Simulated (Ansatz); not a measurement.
# Bi: pressure up to the limit of the methods

One table from this session's results is given with a row withheld; the runs are named, their logs left out.

Method: DFT PBE, with the methods named in each step, in Ansatz 0.2.0.

## The structure to begin with

Symmetry: P6_3/mmc, No. 194, hexagonal system. Conventional cell: a = 3.573 Å, b = 3.573 Å, c = 5.788 Å, α = 90.00°, β = 90.00°, γ = 120.00°. Bi (site symmetry -6m2) is surrounded by 12 Bi at 3.55 to 3.57 Å.

As a file:

```xyz
2
Lattice="3.5731 0.0000 0.0000 -1.7865 3.0944 0.0000 0.0000 0.0000 5.7884" Properties=species:S:1:pos:R:3 pbc="T T T"
Bi    0.0000    2.0629    1.4471
Bi    1.7865    1.0315    4.3413
```

Whether this phase is the stable one at these pressures isn't tested.

Atoms are numbered in the order of the input: Bi1, Bi2.

The first run:

The input, input.yaml:

```yaml
crystal:
  lattice:
    - [3.5730967501, 0.0, 0.0]
    - [-1.786548375, 3.0943925557, 0.0]
    - [0.0, 0.0, 5.7884167351]
  atoms:
    - { symbol: Bi, position: [0.3333333333, 0.6666666667, 0.25] }
    - { symbol: Bi, position: [0.6666666667, 0.3333333333, 0.75] }
kpoints:
  mp_grid: { grid: [14, 14, 8] }
scf:
  occupations: { method: fermi_dirac, width: 0.05 }
hamiltonian:
  xc: pbe
  pseudopotentials: { kind: paw }
output:
  forces: true
  stress: true
relax:
  f_tol: 0.005
  max_steps: 40
  cell: {}
```

Run with:

```
> ansatz run input.yaml --threads 1 --pin off --max-ram 2048MiB --backend cpu --events-out ev --progress --plain --runs-dir out
```

Steps of the session up to this table: Cell relaxed at zero pressure, PAW; Volume scaled by 1, PAW; Shape and atoms relaxed at 0.92 of the volume, PAW; Volume scaled by 0.92, PAW; Shape and atoms relaxed at 0.84 of the volume, PAW; Volume scaled by 0.84, PAW; Shape and atoms relaxed at 0.76 of the volume, PAW; Volume scaled by 0.76, PAW; Shape and atoms relaxed at 0.68 of the volume, PAW; Volume scaled by 0.68, PAW; Shape and atoms relaxed at 0.6 of the volume, PAW; Volume scaled by 0.6, PAW; Shape and atoms relaxed at 0.52 of the volume, PAW; Volume scaled by 0.52, PAW; Shape and atoms relaxed at 0.45 of the volume, PAW; Volume scaled by 0.45, PAW; Volume scaled by 0.45, PAW (level accurate).

One of the session's tables, all rows but one given; the rest of the session is left out.

| method | volume over the first | volume (Å³/atom) | pressure (GPa) |
| --- | --- | --- | --- |
| PAW | 1 | 31.703 | 0.00 |
| PAW | 0.92 | 29.167 | 5.16 |
| PAW | 0.84 | 26.630 | 13.48 |
| PAW | 0.76 | ? | ? |
| PAW | 0.68 | 21.558 | 48.99 |
| PAW | 0.6 | 19.022 | 87.37 |
| PAW | 0.52 | 16.486 | 156.95 |
| PAW | 0.45 | 14.266 | 269.80 |
| PAW (level accurate) | 0.45 | 14.266 | 270.12 |

Estimate the missing values for PAW, 0.76.

As computed: volume (Å³/atom): 24.094; pressure (GPa): 26.90. In the column «volume (Å³/atom)» it lies between PAW, 0.68 (21.558) and PAW, 0.84 (26.630).
